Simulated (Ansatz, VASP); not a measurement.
## C in VASP and in Ansatz

```
C
1.0
     0.00000    1.78574    1.78574
     1.78574    0.00000    1.78574
     1.78574    1.78574    0.00000
C
2
Direct
  0.50000 0.50000 0.50000
  0.75000 0.75000 0.75000
```

Alike in both runs: functional PBE; k mesh 12 × 12 × 12; occupations gaussian, width 0.02 eV; no spin polarisation.

Ansatz relaxed the structure, and its values are those at the end. VASP's run is a single point on that final structure, the one shown.

|  | VASP | Ansatz |
| --- | --- | --- |
| version | VASP 6.6.1 | Ansatz 0.2.0 |
| potentials or method | VASP PAW PBE potentials, release 64 (C) | scalar-relativistic, plane waves, PAW |
| plane-wave cutoff (eV) | 520 | 420 |
| valence electrons in the cell | 8 | 8 |

VASP gave:

| Property | Result |
| --- | --- |
| gap on the k mesh at the Fermi level (eV) | 4.14 |
| least direct gap on the mesh (eV) | 5.58 |
| pressure (GPa) | 0.7 |

Problem. Estimate Ansatz's values.

Solution. gap on the k mesh at the Fermi level (eV): 4.15; least direct gap on the mesh (eV): 5.58; pressure (GPa): 0.0.
